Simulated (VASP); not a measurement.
Data:

```yaml
crystal:
  lattice:
    - [2.17348, 1.25486, 10.69840]
    - [-2.17348, 1.25486, 10.69840]
    - [0.00000, -2.50972, 10.69840]
  atoms:
    - { symbol: Sb, position: [0.60420, 0.60420, 0.60420] }
    - { symbol: Sb, position: [0.39580, 0.39580, 0.39580] }
    - { symbol: Te, position: [0.78254, 0.78254, 0.78254] }
    - { symbol: Te, position: [0.21746, 0.21746, 0.21746] }
    - { symbol: Te, position: [0.00000, 0.00000, 0.00000] }
```

These are PBE GGA, VASP's PBE PAW potentials (set 64) (plane waves; VASP 6.6.1) values and carry that method's errors. Numerical set-up: 300 eV cut-off, 4×4×4 Γ-centred mesh, Gaussian smearing of 0.20 eV, potentials Sb Te.

Task: Give the force on each atom (eV/Å).

Result: 
```
atom     Fx     Fy      Fz
----  -----  -----  ------
Sb1   0.000  0.000  -0.052
Sb2   0.000  0.000   0.052
Te3   0.000  0.000  -0.156
Te4   0.000  0.000   0.156
Te5   0.000  0.000   0.000
```

Task: Give the stress tensor in GPa (positive for a compressed cell).

Result: 
```
-0.67   0.00   0.00
 0.00  -0.67   0.00
 0.00   0.00  -1.03
```
The pressure is its mean diagonal, -0.79 GPa.

The structure comes from a computed database's Sb2Te3 entry; how it stands against other phases isn't given here. The cell was not relaxed at this level. The k-mesh is coarse (spacing up to 0.42 per Å, 2π included), so the numbers may not be converged in it.
